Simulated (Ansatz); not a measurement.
# Density of states of Na

```xyz
2
Lattice="3.7486 0.0000 0.0000 -1.8743 3.2464 0.0000 0.0000 0.0000 6.0915" Properties=species:S:1:pos:R:3 pbc="T T T"
Na    0.0000    2.1642    1.5229
Na    1.8743    1.0821    4.5686
```

The structure comes from a relaxation in the same program, started in the hcp type, and has space group P6_3/mmc. Whether it is a known phase or the ground state wasn't checked.

These are results of Ansatz 0.2.0, DFT, PBE, all-electron LAPW, scalar-relativistic, not measurements.

The runs use a Γ-centred 12×12×7 k mesh, Fermi–Dirac smearing of 0.08 eV, basis error target 0.25 meV/atom, no spin polarisation.

States per eV and cell, averaged over 0.6 eV, from -3.4 to 1.2 eV, with energies (bin centres) from the Fermi level; empty bins are left out. 

| E (eV) | total |
| --- | --- |
| -3.2 | 0.11 |
| -2.6 | 0.40 |
| -2.0 | 0.53 |
| -1.4 | 0.68 |
| -0.8 | 0.80 |
| -0.2 | 0.95 |
| 0.4 | 1.03 |
| 1.0 | 1.20 |
